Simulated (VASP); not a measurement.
# SnTe (F-43m) in VASP: a series of runs

The runs below take SnTe through single point, with PBEsol, PBE.

All numbers are computed with VASP 6.6.1; they aren't measurements. Logs are shortened: lines on timing, memory, paths and dates and some standing lists are left out, and cuts for length are marked.

## (1) Starting point

Symmetry: F-43m, No. 216, cubic system. Conventional cell: a = 7.222 Å, b = 7.222 Å, c = 7.222 Å, α = 90.00°, β = 90.00°, γ = 90.00°. Te (site symmetry -43m) has 4 Sn at 3.13 Å as nearest neighbours. Sn (site symmetry -43m) is surrounded by 4 Te at 3.13 Å.

Measurements of this composition are mostly on another form, of space group No. 225.

## (2) Single point, PBEsol, spin-orbit coupling, no magnetisation

INCAR reads:

```
SYSTEM = SnTe
ALGO = Normal
EDIFF = 1E-7
ENCUT = 600
GGA = PS
GGA_COMPAT = .False.
ISIF = 2
ISMEAR = 0
LASPH = .True.
LCHARG = .False.
LNONCOLLINEAR = .True.
LORBIT = 11
LREAL = .False.
LSORBIT = .True.
LWAVE = .False.
MAGMOM = 0 0 0 0 0 0
NBANDS = 36
NELM = 100
PREC = Accurate
SIGMA = 0.02
```

KPOINTS reads:

```
k-points
0
Gamma
  5 5 5
  0 0 0
```

POSCAR reads:

```
SnTe
1.0
    0.0000000000      3.6111460000      3.6111460000
    3.6111460000      0.0000000000      3.6111460000
    3.6111460000      3.6111460000      0.0000000000
Te Sn
1 1
Direct
    0.2500000000      0.2500000000      0.2500000000
    0.0000000000      0.0000000000      0.0000000000
```

Potentials or basis: VASP PAW PBE potentials, release 64 (Te, Sn_d).

On the command line:

```
cat potpaw_PBE.64/Te/POTCAR potpaw_PBE.64/Sn_d/POTCAR > POTCAR
mpirun -np 1 vasp_ncl > vasp.out
```

OUTCAR:

```text
SYSTEM = SnTe
   EDIFF = 1E-7
   ENCUT = 600
   GGA = PS
   ISIF = 2
   ISMEAR = 0
   LASPH = .True.
   LNONCOLLINEAR = .True.
   LORBIT = 11
   LREAL = .False.
   LSORBIT = .True.
   NELM = 100
   PREC = Accurate

 Found     14 irreducible k-points:

 Following reciprocal coordinates:
            Coordinates               Weight
  0.000000  0.000000  0.000000      1.000000
  0.200000  0.000000  0.000000      4.000000
 -0.200000  0.000000  0.000000      4.000000
  0.400000  0.000000  0.000000      4.000000
 -0.400000  0.000000  0.000000      4.000000
  0.200000  0.200000  0.000000      6.000000
   k-points           NKPTS =     14   k-points in BZ     NKDIM =     14   number of bands    NBANDS=     36
   number of dos      NEDOS =    301   number of ions     NIONS =      2
   total plane-waves  NPLWV =  74088
   dimension x,y,z NGX =    42 NGY =   42 NGZ =   42
   dimension x,y,z NGXF=    84 NGYF=   84 NGZF=   84
   ions per type =               1   1
   NGX,Y,Z   is equivalent  to a cutoff of  13.67, 13.67, 13.67 a.u.
   NGXF,Y,Z  is equivalent  to a cutoff of  27.34, 27.34, 27.34 a.u.
 SYSTEM =  SnTe
   PREC   = accura    normal or accurate (medium, high low for compatibility)
   ISTART =      0    job   : 0-new  1-cont  2-samecut
   ICHARG =      2    charge: 1-file 2-atom 10-const
   ISPIN  =      1    spin polarized calculation?
   LNONCOLLINEAR =      T non collinear calculations
   LSORBIT =      T    spin-orbit coupling
   LASPH  =      T    aspherical Exc in radial PAW
   ENCUT  =  600.0 eV  44.10 Ry    6.64 a.u.  10.20 10.20 10.20*2*pi/ulx,y,z
   NELM   =    100;   NELMIN=  2; NELMDL= -5     # of ELM steps
   EDIFF  = 0.1E-06   stopping-criterion for ELM
   LREAL  =      F    real-space projection
   EDIFFG = 0.1E-05   stopping-criterion for IOM
   NSW    =      0    number of steps for IOM
   IBRION =     -1    ionic relax: 0-MD 1-quasi-New 2-CG
   NFREE  =      0    steps in history (QN), initial steepest desc. (CG)
   ISIF   =      2    stress and relaxation
   ISYM   =      2    0-nonsym 1-usesym 2-fastsym
   POTIM  = 0.5000    time-step for ionic-motion
   TEBEG  =    0.0;   TEEND  =   0.0 temperature during run
   PSTRESS=    0.0 pullay stress
   NELECT =      20.0000    total number of electrons
   NUPDOWN=      -1.0000    fix difference up-down
   EMIN   =  10.00;   EMAX   =-10.00  energy-range for DOS
   EFERMI =   0.00;   METHOD = LEGACY
   ISMEAR =     0;   SIGMA  =   0.02  broadening in eV -4-tet -1-fermi 0-gaus
   EFERMI_NEDOS =   21; number of points for ismear=-14 and -15
   IALGO  =     38    algorithm
   IMIX   =      4    mixing-type and parameters
     AMIX     =   0.40;   BMIX     =  1.00
     AMIX_MAG =   1.60;   BMIX_MAG =  1.00
  volume/ion in A,a.u.               =      47.09       317.78
  Fermi-wavevector in a.u.,A,eV,Ry     =   0.976704  1.845704 12.979296  0.953951
  Thomas-Fermi vector in A             =   2.107344
   LORBIT       =     11    0 simple, 1 ext, 2 COOP (PROOUT), +10 PAW based schemes
   GGA     = PS    functional components
   LHFCALC =     F    Hartree Fock is set to
   AEXX    =    0.0000 exact exchange contribution
   IVDW    =     0    specifies the selected vdW correction
   LEPSILON=     F    determine dielectric tensor
   LRPA    =     F    only Hartree local field effects (RPA)
 Gauss-broadening in eV      SIGMA  =   0.02
  energy-cutoff  :      600.00
  volume of cell :       94.18
 maximum number of plane-waves:      6340
 NGX is ok and might be reduce to    42
   NGX = 21   NGY = 21   NGZ = 21

 number of electron      20.0000000 magnetization      -0.0000000     -0.0000000     -0.0000000

 number of electron      20.0000000 magnetization      -0.0000000      0.0000000      0.0000000

 number of electron      20.0000000 magnetization       0.0000000      0.0000000      0.0000000

 number of electron      20.0000000 magnetization       0.0000000     -0.0000000     -0.0000000

 Free energy of the ion-electron system (eV)
  ---------------------------------------------------
  ext. energy  EPLUGINS =         0.00000000
  ---------------------------------------------------
  free energy    TOTEN  =        -7.76568235 eV

  energy without entropy =       -7.76568235  energy(sigma->0) =       -7.76568235

 E-fermi :   3.0602     XC(G=0):  -7.6258

 val. band max:        2.9683223276   @ k =  -0.4000   0.4000   0.2000
 cond. band min:       3.1496073993   @ k =   0.4000   0.4000   0.0000
 fundamental gap:      0.1812850718
 Fermi energy:         3.0602218729

 k-point     1 :       0.0000    0.0000    0.0000
  band No.  band energies     occupation
      1     -19.2463      1.00000
      2     -19.2463      1.00000
      3     -19.2463      1.00000
      4     -19.2463      1.00000
      5     -18.2155      1.00000
      6     -18.2155      1.00000
[... 24 lines left out ...]
     31       9.4613      0.00000
     32       9.4613      0.00000

 k-point     2 :       0.2000    0.0000    0.0000
  band No.  band energies     occupation
      1     -19.2464      1.00000
      2     -19.2462      1.00000
      3     -19.2462      1.00000
      4     -19.2461      1.00000
      5     -18.2153      1.00000
      6     -18.2153      1.00000
[... 24 lines left out ...]
     31       8.8753      0.00000
     32       8.8857      0.00000

 k-point     3 :      -0.2000    0.0000    0.0000
  band No.  band energies     occupation
      1     -19.2464      1.00000
      2     -19.2462      1.00000
      3     -19.2462      1.00000
      4     -19.2461      1.00000
      5     -18.2153      1.00000
      6     -18.2153      1.00000
[... 24 lines left out ...]
     31       8.8753      0.00000
     32       8.8857      0.00000

 k-point     4 :       0.4000    0.0000    0.0000
  band No.  band energies     occupation
      1     -19.2462      1.00000
      2     -19.2460      1.00000
      3     -19.2460      1.00000
      4     -19.2460      1.00000
      5     -18.2149      1.00000
      6     -18.2149      1.00000
[... 24 lines left out ...]
     31       9.4594      0.00000
     32       9.4704      0.00000

 k-point     5 :      -0.4000    0.0000    0.0000
  band No.  band energies     occupation
      1     -19.2462      1.00000
      2     -19.2460      1.00000
      3     -19.2460      1.00000
      4     -19.2460      1.00000
      5     -18.2149      1.00000
      6     -18.2149      1.00000
[... 24 lines left out ...]
     31       9.4594      0.00000
     32       9.4704      0.00000

 k-point     6 :       0.2000    0.2000    0.0000
  band No.  band energies     occupation
      1     -19.2465      1.00000
      2     -19.2465      1.00000
      3     -19.2459      1.00000
      4     -19.2459      1.00000
      5     -18.2153      1.00000
      6     -18.2153      1.00000
[... 24 lines left out ...]
     31       9.8508      0.00000
     32       9.8508      0.00000

 [... further k-points ...]

 [bands above 32 left out]

------------------------ aborting loop because EDIFF is reached ----------------------------------------

  FORCE on cell =-STRESS in cart. coord.  units (eV):
  Direction    XX          YY          ZZ          XY          YZ          ZX
  --------------------------------------------------------------------------------------
  -------------------------------------------------------------------------------------
  Total       -0.7656637     -0.7656637     -0.7656637     -0.0000000      0.0000000     -0.0000000
  in kB      -13.0251736    -13.0251736    -13.0251736     -0.0000000      0.0000000     -0.0000000
  external PRESSURE =     -13.0251736 kB  Pullay stress =       0.0000000 kB

 VOLUME and BASIS-vectors are now :
 -----------------------------------------------------------------------------
  energy-cutoff  :      600.00
  volume of cell :       94.18
      direct lattice vectors                 reciprocal lattice vectors
     0.000000000  3.611146000  3.611146000    -0.138460201  0.138460201  0.138460201
     3.611146000  0.000000000  3.611146000     0.138460201 -0.138460201  0.138460201
     3.611146000  3.611146000  0.000000000     0.138460201  0.138460201 -0.138460201

 POSITION                                       TOTAL-FORCE (eV/Angst)
 -----------------------------------------------------------------------------------
      1.80557      1.80557      1.80557        -0.000000     -0.000000     -0.000000
      0.00000      0.00000      0.00000         0.000000      0.000000      0.000000
 -----------------------------------------------------------------------------------
    total drift:                               -0.000000     -0.000000     -0.000000

  FREE ENERGIE OF THE ION-ELECTRON SYSTEM (eV)
  ---------------------------------------------------
  free  energy   TOTEN  =        -7.7656823544 eV

  energy  without entropy=       -7.7656823544  energy(sigma->0) =       -7.76568235

 Spin-Orbit-Coupling matrix elements

 Ion:    1  E_soc:     -0.2260366
 l=   1
     0.0000000    -0.0376719    -0.0376719
    -0.0376719     0.0000000    -0.0376719
    -0.0376719    -0.0376719     0.0000000
 l=   2
     0.0000000     0.0000078     0.0000000     0.0000078    -0.0000087
     0.0000078     0.0000000    -0.0000065     0.0000078    -0.0000022
     0.0000000    -0.0000065     0.0000000    -0.0000065     0.0000000
     0.0000078     0.0000078    -0.0000065     0.0000000    -0.0000022
    -0.0000087    -0.0000022     0.0000000    -0.0000022     0.0000000
 l=   3
     0.0000000     0.0000000     0.0000000     0.0000000     0.0000000     0.0000000     0.0000000
     0.0000000     0.0000000     0.0000000     0.0000000     0.0000000     0.0000000     0.0000000
     0.0000000     0.0000000     0.0000000     0.0000000     0.0000000     0.0000000     0.0000000
     0.0000000     0.0000000     0.0000000     0.0000000     0.0000000     0.0000000     0.0000000
     0.0000000     0.0000000     0.0000000     0.0000000     0.0000000     0.0000000     0.0000000
     0.0000000     0.0000000     0.0000000     0.0000000     0.0000000     0.0000000     0.0000000
     0.0000000     0.0000000     0.0000000     0.0000000     0.0000000     0.0000000     0.0000000

 Ion:    2  E_soc:     -0.1058707
 l=   1
     0.0000000    -0.0114872    -0.0114872
    -0.0114872     0.0000000    -0.0114872
    -0.0114872    -0.0114872     0.0000000
 l=   2
     0.0000000    -0.0012480     0.0000000    -0.0012480    -0.0049099
    -0.0012480     0.0000000    -0.0036824    -0.0012480    -0.0012275
     0.0000000    -0.0036824     0.0000000    -0.0036824     0.0000000
    -0.0012480    -0.0012480    -0.0036824     0.0000000    -0.0012275
    -0.0049099    -0.0012275     0.0000000    -0.0012275     0.0000000
 l=   3
     0.0000000     0.0000000     0.0000000     0.0000000     0.0000000     0.0000000     0.0000000
     0.0000000     0.0000000     0.0000000     0.0000000     0.0000000     0.0000000     0.0000000
     0.0000000     0.0000000     0.0000000     0.0000000     0.0000000     0.0000000     0.0000000
     0.0000000     0.0000000     0.0000000     0.0000000     0.0000000     0.0000000     0.0000000
     0.0000000     0.0000000     0.0000000     0.0000000     0.0000000     0.0000000     0.0000000
     0.0000000     0.0000000     0.0000000     0.0000000     0.0000000     0.0000000     0.0000000
     0.0000000     0.0000000     0.0000000     0.0000000     0.0000000     0.0000000     0.0000000

 total charge

# of ion       s       p       d       tot
------------------------------------------
    1        1.394   1.943   0.016   3.352
    2        1.391   0.703   9.959  12.052
--------------------------------------------------
tot          2.784   2.646   9.974  15.404

 magnetization (x)

# of ion       s       p       d       tot
------------------------------------------
    1       -0.000  -0.000  -0.000  -0.000
    2        0.000   0.000   0.000   0.000
--------------------------------------------------
tot          0.000  -0.000   0.000  -0.000

 magnetization (y)

# of ion       s       p       d       tot
------------------------------------------
    1       -0.000  -0.000  -0.000  -0.000
    2        0.000   0.000  -0.000   0.000
--------------------------------------------------
tot          0.000  -0.000  -0.000  -0.000

 magnetization (z)

# of ion       s       p       d       tot
------------------------------------------
    1        0.000   0.000   0.000   0.000
    2        0.000  -0.000  -0.000  -0.000
--------------------------------------------------
tot          0.000  -0.000  -0.000  -0.000
```

It took 4.3 min on 1 thread of Intel Xeon Platinum 8375C at 2.90GHz (Ice Lake), shared host; peak memory 0.57 GiB.

These settings aren't checked as converged: the numbers below hold their error.

What came out:

```yaml
Free_energy: -7.7657 eV
Pressure: -1.3 GPa
Valence_electrons_inside_the_program's_atomic_spheres: Te 3.35; Sn 12.05
```

Caveat: the PAW data sets were made with another functional, which shifts forces and pressure a little.

(Part 1 of 2 ends here.)
